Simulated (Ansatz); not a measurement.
Molecular dynamics on a 1×2×2 supercell (20 atoms) of BaTiO₃ (Pm-3m), relaxed with r2SCAN. Forces come from PBEsol in the PAW code Ansatz: Langevin thermostat and barostat (NPT), 1700 K, steps of 1 fs. Spin polarisation is off, nuclei are classical, and the run is far too short for thermal averages.

```yaml
crystal:
  lattice:
    - [3.9940959633, 0.0, 0.0]
    - [0.0, 7.9881919266, 0.0]
    - [0.0, 0.0, 7.9881919266]
  atoms:
    - { symbol: Ba, position: [0.5, 0.25, 0.25] }
    - { symbol: Ti, position: [0.0, 0.0, 0.0] }
    - { symbol: O, position: [0.5, 0.0, 0.0] }
    - { symbol: O, position: [0.0, 0.25, 0.0] }
    - { symbol: O, position: [0.0, 0.0, 0.25] }
    - { symbol: Ba, position: [0.5, 0.25, 0.75] }
    - { symbol: Ti, position: [0.0, 0.0, 0.5] }
    - { symbol: O, position: [0.5, 0.0, 0.5] }
    - { symbol: O, position: [0.0, 0.25, 0.5] }
    - { symbol: O, position: [0.0, 0.0, 0.75] }
    - { symbol: Ba, position: [0.5, 0.75, 0.25] }
    - { symbol: Ti, position: [0.0, 0.5, 0.0] }
    - { symbol: O, position: [0.5, 0.5, 0.0] }
    - { symbol: O, position: [0.0, 0.75, 0.0] }
    - { symbol: O, position: [0.0, 0.5, 0.25] }
    - { symbol: Ba, position: [0.5, 0.75, 0.75] }
    - { symbol: Ti, position: [0.0, 0.5, 0.5] }
    - { symbol: O, position: [0.5, 0.5, 0.5] }
    - { symbol: O, position: [0.0, 0.75, 0.5] }
    - { symbol: O, position: [0.0, 0.5, 0.75] }
kpoints:
  mp_grid: { grid: [4, 2, 2] }
hamiltonian:
  xc: pbesol
scf:
  occupations: { method: fermi_dirac, width: 0.146 }
md:
  ensemble: npt_langevin
  temperature: 1700
  timestep: 1.0
  n_steps: 30
  initial_velocities: maxwell_boltzmann
  seed: 5722
```

Command: `ansatz run input.yaml --threads 4 --pin off --max-ram 5529MiB --backend cpu --events-out ev --progress --plain --runs-dir out`. Wall time 5.2 min on 4 threads of Arm Neoverse N1 (shared host), load about 0.9 per core; peak host memory 1.1 GiB.

| step | t (fs) | T (K) | free energy F from step 0 (meV/atom) | kinetic energy (meV/atom) | pressure (GPa) | volume (Å³/atom) | largest force (eV/Å) |
| --- | --- | --- | --- | --- | --- | --- | --- |
| 0 | 0 | 1615 | 0.0 | 208.8 | -1.36 | 12.74 | 0.00 |
| 1 | 1 | 1599 | 0.7 | 206.7 | -1.36 | 12.74 | 0.25 |
| 2 | 2 | 1547 | 2.4 | 200.0 | -1.36 | 12.75 | 0.48 |
| 3 | 3 | 1513 | 5.2 | 195.6 | -1.27 | 12.75 | 0.69 |
| 4 | 4 | 1519 | 8.9 | 196.4 | -1.06 | 12.75 | 0.88 |
| 5 | 5 | 1501 | 13.6 | 194.0 | -0.85 | 12.74 | 1.12 |
| 6 | 6 | 1443 | 19.2 | 186.5 | -0.66 | 12.74 | 1.37 |
| 7 | 7 | 1521 | 25.7 | 196.6 | -0.28 | 12.74 | 1.63 |
| 8 | 8 | 1460 | 33.1 | 188.7 | 0.02 | 12.74 | 1.88 |
| 9 | 9 | 1394 | 40.7 | 180.2 | 0.34 | 12.73 | 2.08 |
| 10 | 10 | 1284 | 48.2 | 166.0 | 0.65 | 12.73 | 2.24 |
| 11 | 11 | 1157 | 55.3 | 149.5 | 0.93 | 12.72 | 2.34 |
| 12 | 12 | 1075 | 61.9 | 138.9 | 1.26 | 12.72 | 2.39 |
| 13 | 13 | 1065 | 68.1 | 137.7 | 1.67 | 12.71 | 2.40 |
| 14 | 14 | 1076 | 73.9 | 139.1 | 2.14 | 12.70 | 2.38 |
| 15 | 15 | 1027 | 79.2 | 132.7 | 2.58 | 12.69 | 2.33 |
| 16 | 16 | 944 | 84.4 | 122.0 | 2.97 | 12.69 | 2.27 |
| 17 | 17 | 880 | 89.7 | 113.7 | 3.37 | 12.69 | 2.29 |
| 18 | 18 | 856 | 94.4 | 110.6 | 3.75 | 12.69 | 2.32 |
| 19 | 19 | 798 | 98.0 | 103.1 | 4.06 | 12.69 | 2.39 |
| 20 | 20 | 768 | 100.6 | 99.3 | 4.39 | 12.69 | 2.52 |
| 21 | 21 | 787 | 102.1 | 101.7 | 4.71 | 12.70 | 2.63 |
| 22 | 22 | 759 | 103.0 | 98.1 | 4.96 | 12.70 | 2.80 |
| 23 | 23 | 811 | 103.7 | 104.8 | 5.27 | 12.70 | 3.00 |
| 24 | 24 | 781 | 104.7 | 101.0 | 5.46 | 12.71 | 3.17 |
| 25 | 25 | 827 | 105.5 | 106.9 | 5.73 | 12.72 | 3.27 |
| 26 | 26 | 836 | 106.1 | 108.1 | 5.94 | 12.73 | 3.31 |
| 27 | 27 | 778 | 106.6 | 100.5 | 6.08 | 12.73 | 3.29 |
| 28 | 28 | 815 | 106.9 | 105.4 | 6.32 | 12.74 | 3.24 |
| 29 | 29 | 863 | 106.9 | 111.5 | 6.53 | 12.75 | 3.16 |
| 30 | 30 | 842 | 107.3 | 108.9 | 6.63 | 12.76 | 3.15 |

The temperature starts at 1615 K, is lowest at step 22 (759 K, 22 fs) and ends at 842 K. The thermostat hasn't had time to restore it. The atoms start on their lattice sites with kinetic energy alone, so much of it first passes into potential energy.

Positions (Å) and forces (eV/Å) at step 30:
```
cell (Å): 3.996 0.000 0.000; 0.000 7.991 0.000; 0.000 0.000 7.991
Ba   1.838   1.940   2.106     1.169   0.230  -1.496
Ti   0.020  -0.111   0.052    -0.264   1.179  -1.583
O    2.130   0.005  -0.211    -0.155  -0.292   0.452
O    0.089   1.901  -0.061    -0.077   1.007  -0.318
O    0.261  -0.076   1.793    -1.031   0.456   2.493
Ba   2.001   1.985   5.967     0.094  -0.070   0.912
Ti  -0.156  -0.285   4.058     2.147   1.951  -1.215
O    2.094   0.048   3.990    -0.486  -0.553  -0.495
O    0.198   2.176   3.953    -0.980  -2.274   0.735
O    0.183   0.011   5.780    -0.679  -0.722   0.524
Ba   1.934   6.020   1.977     0.512  -1.204  -0.871
Ti  -0.032   3.869   0.057    -0.429  -0.707  -0.252
O    2.057   3.816   0.163     0.070   0.667  -0.613
O   -0.046   6.031  -0.019     0.622  -0.857  -0.017
O    0.096   3.843   1.946    -0.360   0.742   1.117
Ba   2.130   6.019   5.980    -0.991  -0.775   1.030
Ti  -0.134   3.874   4.001     1.771   2.515  -0.164
O    2.153   4.154   4.061    -2.032  -0.700  -0.216
O   -0.003   5.953   3.666     0.081   0.373   1.402
O   -0.094   4.182   6.126     1.018  -0.964  -1.426
```
